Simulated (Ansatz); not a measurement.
# Does relaxation matter for the field gradients of P?

Start: an entry of the Crystallography Open Database (COD).

Space group P-1 (No. 2); a = 5.5030, b = 10.8842, c = 11.0238 Å, α = 94.68°, β = 99.83°, γ = 100.55°.

```
site  Wyckoff  site symmetry       x       y       z
  P1       2i              1  0.0742  0.0025  0.6780
  P3       2i              1  0.5916  0.1772  0.5292
  P5       2i              1  0.1626  0.0512  0.1894
  P7       2i              1  0.7777  0.3736  0.5550
  P9       2i              1  0.6880  0.3149  0.0264
 P11       2i              1  0.2403  0.0113  0.8719
 P13       2i              1  0.5150  0.3081  0.6716
 P15       2i              1  0.3783  0.3196  0.4775
 P17       2i              1  0.0656  0.3742  0.1353
 P19       2i              1  0.0121  0.1452  0.8135
 P21       2i              1  0.7938  0.4942  0.1424
 P23       2i              1  0.7501  0.3189  0.2261
```

One atom of each set is listed.

Computed with Ansatz: DFT, PBE, plane waves and PAW, scalar-relativistic, 420 eV cutoff, Γ-centred 6×3×3 k-points, Fermi–Dirac smearing 0.02 eV.

The largest force at the start is 1.2 eV/Å. Relaxing the ions at fixed cell moves them by 0.156 Å at most (atom 14, P) and 0.112 Å rms.

```tsv
site	moved (Å)	first shell before	first shell after	V_zz before (10²¹ V/m²)	η before
P1	0.131	3 P at 2.16–2.18 Å	3 P at 2.21 Å	0.33	0.31
P5	0.049	3 P at 2.17 Å	3 P at 2.21 Å	-0.24	0.82
P7	0.069	3 P at 2.16–2.17 Å	3 P at 2.21 Å	-0.29	0.27
P9	0.133	3 P at 2.16–2.17 Å	3 P at 2.21 Å	0.17	0.72
P11	0.053	3 P at 2.16–2.17 Å	3 P at 2.21 Å	-0.22	1.00
P13	0.156	3 P at 2.16–2.18 Å	3 P at 2.20–2.21 Å	-0.60	0.77
P15	0.050	3 P at 2.16–2.17 Å	3 P at 2.20–2.21 Å	0.25	0.91
P17	0.133	3 P at 2.16–2.17 Å	3 P at 2.21 Å	0.17	0.97
P19	0.150	3 P at 2.16–2.18 Å	3 P at 2.21 Å	0.47	0.82
P23	0.077	3 P at 2.16–2.18 Å	3 P at 2.21 Å	0.38	0.02
```

Problem. What are V_zz and η after the relaxation?

Solution. 

```json
{"site": "P1", "V_zz after": "0.45", "η after": "0.01", "change of V_zz": "+0.12"}
{"site": "P5", "V_zz after": "0.44", "η after": "0.56", "change of V_zz": "–"}
{"site": "P7", "V_zz after": "0.44", "η after": "0.64", "change of V_zz": "–"}
{"site": "P9", "V_zz after": "0.32", "η after": "0.65", "change of V_zz": "–"}
{"site": "P11", "V_zz after": "0.39", "η after": "0.70", "change of V_zz": "–"}
{"site": "P13", "V_zz after": "0.42", "η after": "0.58", "change of V_zz": "–"}
{"site": "P15", "V_zz after": "0.30", "η after": "0.22", "change of V_zz": "+0.05"}
{"site": "P17", "V_zz after": "0.33", "η after": "0.69", "change of V_zz": "–"}
{"site": "P19", "V_zz after": "0.45", "η after": "0.68", "change of V_zz": "-0.02"}
{"site": "P23", "V_zz after": "0.45", "η after": "0.53", "change of V_zz": "+0.07"}
```

The largest change of V_zz along a kept axis is on P1, from 0.33 to 0.45. The whole tensor moves most on P13, by 0.65 along its most changed direction. Where |V_zz| stays above 0.1 and the axes keep their order, η moves most on P15, from 0.91 to 0.22. On P13, P7, P5, P11, P17, P9 the largest principal value lies along another axis in the second run, so the two V_zz can't be compared directly. The table leaves out 2 of the 12 sites, with |V_zz| up to 0.50; their tensors move by 0.36 at most along any direction. The statements above cover all sites.
